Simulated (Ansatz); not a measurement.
# K (hcp type): how the settings move a single-point run

Aim: see which settings change the result for K (hcp type), by how much, and at what cost.

Program: Ansatz 0.2.0. Level of theory: reference: DFT, PBE, PAW with Ansatz's default frozen-core files, scalar-relativistic. These are calculated values, not measurements.

## (1) The system as given

The structure is hexagonal, space group P6_3/mmc (No. 194). The conventional cell has a = 4.150 Å, b = 4.150 Å, c = 6.723 Å, α = 90.00°, β = 90.00°, γ = 120.00°. K (site symmetry -6m2) is surrounded by 12 K at 4.13 to 4.15 Å.

As a file:

```
CELL_PARAMETERS angstrom
4.15020 0.00000 0.00000
-2.07510 3.59418 0.00000
0.00000 0.00000 6.72333
ATOMIC_POSITIONS crystal
K 0.33333 0.66667 0.25000
K 0.66667 0.33333 0.75000
```

## (2) Reference

Contents of input.yaml:

```yaml
crystal:
  lattice:
    - [4.1502034916, 0.0, 0.0]
    - [-2.0751017458, 3.5941816546, 0.0]
    - [0.0, 0.0, 6.7233296564]
  atoms:
    - { symbol: K, position: [0.3333333333, 0.6666666667, 0.25] }
    - { symbol: K, position: [0.6666666667, 0.3333333333, 0.75] }
kpoints:
  mp_grid: { grid: [10, 10, 6] }
scf:
  occupations: { method: fermi_dirac, width: 0.08 }
hamiltonian:
  xc: pbe
  pseudopotentials: { kind: paw }
output:
  forces: true
  stress: true
  eigenvalues: true
  populations: true
```

Command:

```sh
$ ansatz run input.yaml --threads 1 --pin off --max-ram 2048MiB --backend cpu --events-out ev --progress --plain --runs-dir out
```

## (3) Changed: symmetry.detect false, occupations.method methfessel_paxton, occupations.width 0.1, ecutwfc 33.1 Ry

Edit input.yaml of step 2 so:

```diff
@@ -8,2 +8,3 @@
     - { symbol: K, position: [0.6666666667, 0.3333333333, 0.75] }
+  symmetry: { detect: false }
 kpoints:
@@ -11,3 +12,3 @@
 scf:
-  occupations: { method: fermi_dirac, width: 0.08 }
+  occupations: { method: methfessel_paxton, width: 0.1 }
 hamiltonian:
@@ -20 +21,7 @@
   populations: true
+  write_density: true
+  write_potential: true
+  elf: true
+  volumetric_format: npy
+basis:
+  ecutwfc: "33.1 Ry"
```

Before running it: what results should come out? Wanted: for each run, ending; energy change; pressure; gap; force.

The runs gave:

```
                                                                                                   run     ending        energy change  pressure (GPa)  gap (eV)  force (eV/Å)  cycles   time
                                                                                             reference  converged                    0             2.9      0.00          0.00       7  5.5 s
1: symmetry.detect false, occupations.method methfessel_paxton, occupations.width 0.1, ecutwfc 33.1 Ry  converged  -0.1 meV/atom (σ→0)             2.9      0.00          0.00       7   60 s
```

Times don't compare one to one where runs were asked for different outputs or read a saved state (see the inputs); cycles may leave out searches for a lower state.

Residual by cycle in the longest SCF loop of each run; runs are numbered as in the table. The quantity is the density residual dr2, in eV.

```
cycle  reference   run 1
    1     5.7e-4  5.7e-4
    2     4.0e-4  4.0e-4
    3     9.9e-5  9.5e-5
    4     5.2e-5  4.8e-5
    5     1.2e-5  1.0e-5
    6     1.3e-6  1.1e-6
    7     8.9e-8  6.5e-8
```

Changing the use of symmetry, smearing and cutoff leaves the energy as it was (-0.1 meV/atom).
